Band gaps of ZnO (P6_3mc, 4 atoms) from VASP 6.6.1, plane-wave Kohn–Sham DFT with PAW potentials, in the same fixed geometry throughout, without spin polarisation, spin–orbit coupling or dispersion correction. Cutoff 520 eV, 9×9×5 k mesh for the self-consistent density, smearing width 0.05 eV; band path Γ–M–K–Γ–A–L–H–A, L–M, K–H.

| functional | potentials | gap on path (eV) | direct gap on path (eV) |
| --- | --- | --- | --- |
| LDA | VASP PAW LDA potentials, recommended | 0.744 | 0.744 |
| PBE | VASP PAW PBE potentials, recommended | 0.790 | 0.790 |
| PBEsol | VASP PAW PBE potentials, recommended | 0.686 | 0.686 |
| RPBE | VASP PAW PBE potentials, recommended | 0.880 | 0.880 |
| LAK | VASP PAW PBE potentials, recommended | 1.471 | 1.471 |

The atoms sit in the same places in every row, so no difference in geometry enters. What changes is the treatment of exchange and correlation and, for LDA, also the atomic potentials. The band steps of LDA and RPBE used Gaussian smearing instead of Fermi–Dirac occupations, which makes no noticeable difference at gaps of this size. The gap is direct: the highest filled and the lowest empty level both lie at Γ, the centre of the Brillouin zone, which is why the two gap columns agree. Two very different step sizes stand out. The three gradient-corrected functionals (GGAs), PBEsol, PBE and RPBE, lie within 0.2 eV of one another, while the step from PBE to the meta-GGA LAK is 0.68 eV.

The two edges of the gap are different kinds of state. The valence top is made mainly of oxygen 2p orbitals, compact and centred where the electron density is high. The lowest conduction state has much zinc 4s character and spreads widely, also into the thinly filled space between the atoms. A change of functional that treats dense and thin regions differently will therefore shift one edge against the other.

A GGA makes just such a change. It multiplies the exchange energy of a uniform electron gas by an enhancement factor $F(s)$, where $s$ measures how fast the density $n$ varies on the scale of the local electron wavelength. In a uniform gas $s=0$ and $F=1$, and the gradient correction vanishes. Where the density is uneven, $F$ exceeds 1 and the exchange energy becomes more negative, so the functional rewards unevenness.

An electron added to the thin regions fills in a valley of the density and forfeits part of that reward. For small $s$, $F\approx1+\mu s^2$, and the added energy per volume is $-B\mu|\nabla n|^2/n^{4/3}$, with $B$ a positive constant. Its functional derivative at a density minimum, where $\nabla n=0$, is $+2B\mu\nabla^2 n/n^{4/3}$. The curvature $\nabla^2 n$ is positive there, so the exchange potential becomes less attractive, and more so for a larger $\mu$. Exchange thus argues for a conduction state that rises relative to the valence top as its gradient correction grows stronger. The gradient part of correlation acts the other way, and in PBE it cancels this leading term at small $s$. At steeper places it levels off and exchange prevails, so part of the rise can survive.

The strength of the correction can be compared at a fairly steep place, $s=2$. PBEsol and PBE use $F=1+\kappa-\kappa/(1+\mu s^2/\kappa)$, with roughly $\kappa=0.80$ and $\mu=0.12$ for PBEsol or 0.22 for PBE. For PBE, $\mu s^2/\kappa=0.22\times4/0.80=1.1$, hence $F=1.80-0.80/2.1\approx1.42$; the same steps give 1.30 for PBEsol. RPBE keeps the constants of PBE but replaces the fraction by an exponential, $F=1+\kappa-\kappa e^{-\mu s^2/\kappa}$, which gives 1.53. Because RPBE shares $\mu$ with PBE, the term for small $s$ is the same in both, and their difference must come from the steeper places.

The order of these factors is the order of the three GGA gaps: PBEsol, PBE, RPBE. It does not hinge on the choice of $s=2$, since the factors stand in the same order at $s=1$. The estimate contains no number taken from the gaps, but it is a comparison and not a derivation. The rise of the conduction state was derived only for small $s$. That a larger $F$ also raises it at steeper places is an expectation, because the potential there depends on how $F$ changes with $s$ as well as on its value. PBEsol also differs from the other two in its correlation part. For another GGA of this family, in the same cell and with the same potentials, the enhancement factor may serve as a first guide to its place in the order, though three rows are little evidence.

The other levels at Γ are compatible with this picture, though they do not prove it. From PBEsol to PBE the gap grows by 0.10 eV and the second conduction level rises by 0.11 eV above the valence top; from PBE to RPBE the two shifts are 0.09 and 0.10 eV. The conduction levels thus move nearly as a pair. The calculation fixes only their distance from the valence top, since the zero of the potential in an infinite crystal is arbitrary, so part or even all of the change among the GGAs may be a lowering of the valence top.

LDA is the irregular row. It has no gradient correction at all, $F=1$ everywhere, and by the exchange argument alone it should have the smallest gap. Instead its gap is 0.06 eV larger than that of PBEsol. The second conduction level, by contrast, is slightly lower in LDA, by about 0.015 eV. The reversal therefore shows only in the distance to the lowest conduction level, and a shift of the valence top alone would not produce it, because that would move both distances equally.

Three causes are plausible. The LDA row uses potentials made for LDA, whereas all other rows use potentials made for PBE, so the atomic cores change together with the functional. Gradient corrections also act near the nuclei, where the density is steep and where an s-like state has appreciable weight; there they may pull the lowest conduction state down and offset the rise caused by the thin regions. Finally, the gradient part of correlation opposes that of exchange and in PBEsol slightly outweighs it at small $s$, which could put PBEsol below LDA. An LDA calculation with the PBE potentials would separate the first cause from the other two. Until then, the difference between LDA and any GGA in this table should not be read as the effect of density gradients alone.

LAK differs from the GGAs by a new ingredient, the kinetic-energy density $\tau=\tfrac12\sum_i|\nabla\psi_i|^2$, summed over the occupied orbitals $\psi_i$. In LDA or a GGA every electron feels the same local potential. When the energy depends on $\tau$, the equation for each orbital gains a term $-\tfrac12\nabla\cdot(v_\tau\nabla\psi)$, where $v_\tau$ is the derivative of the exchange–correlation energy density with respect to $\tau$. Its contribution to an orbital energy is $\tfrac12\int v_\tau|\nabla\psi|^2\,d^3r$, so it depends on how steeply that particular orbital varies and in which region.

This matters for the gap because the true gap is more than a difference of levels in one common potential. It also contains the derivative discontinuity, the jump of the exchange–correlation potential when an electron is added to the filled bands. The level differences of LDA and the GGAs leave this jump out. An operator that acts differently on different orbitals can bring part of it into the computed gap, and LAK is designed to make strong use of this possibility. That is the likely reason, though not one tested here, for a step three and a half times as large as the whole spread of the GGAs.

The levels show that LAK does more than push the valence top down. Relative to that top, the second conduction level rises by 0.89 eV from PBE to LAK, compared with 0.68 eV for the first. The two conduction levels therefore move apart by about 0.2 eV, whereas among the GGAs their spacing stays almost constant. Such a change is consistent with a term that responds to the shape of each orbital, although a change in the ordinary potential can contribute as well.

Even LAK leaves most of the shortfall in place. The measured gap of ZnO is roughly 3.4 eV, of which PBE gives about a quarter and LAK somewhat more than two fifths. Besides the derivative discontinuity, a well-known cause is that such functionals place the filled zinc 3d levels too high, too close to the oxygen 2p levels. The two sets then repel each other strongly, and the valence top is pushed up into the gap. The calculation also holds the atoms still, whereas atomic vibrations lower the measured gap, so allowing for them would make the shortfall larger.

For practical use, the common cell is both the strength of this comparison and its limit. It keeps changes of geometry out of the gaps, but it is not the cell that each functional would choose. At these lattice constants PBE gives a pressure of about 6 GPa and would expand the crystal, whereas PBEsol is close to balance. The gap of ZnO shrinks on expansion, so relaxing each cell could change the narrow order among the GGAs. The levels, differences and enhancement factors used here are printed below.

Output of the analysis:

```
Levels at Gamma in eV:
     row    gap  second conduction level above valence top  spacing of the two conduction levels
     LDA  0.744                                      5.085                                 4.343
     PBE   0.79                                       5.21                                  4.42
  PBEsol  0.686                                        5.1                                 4.415
    RPBE   0.88                                      5.311                                  4.43
     LAK  1.471                                      6.099                                 4.628
Gap change PBEsol to PBE, eV: 0.104
Gap change PBE to RPBE, eV: 0.09
Gap span of the three GGAs, eV: 0.194
Gap change PBE to LAK, eV: 0.681
LAK step over GGA span, ratio: 3.51
LDA gap less PBEsol gap, eV: 0.058
Second conduction level, LDA less PBEsol, eV: -0.015
Second conduction level, PBEsol to PBE, eV: 0.11
Second conduction level, PBE to RPBE, eV: 0.101
Second conduction level, PBE to LAK, eV: 0.889
Spread of the small valence splitting over all rows, eV: 0.007
Spread of the large valence splitting over all rows, eV: 0.014
Enhancement PBEsol at s of 1: 1.104
Enhancement PBE at s of 1: 1.173
Enhancement RPBE at s of 1: 1.192
Enhancement PBEsol at s of 2: 1.3
Enhancement PBE at s of 2: 1.419
Enhancement RPBE at s of 2: 1.534
PBE gap as share of rough measured gap, percent: 23.24
LAK gap as share of rough measured gap, percent: 43.26
```
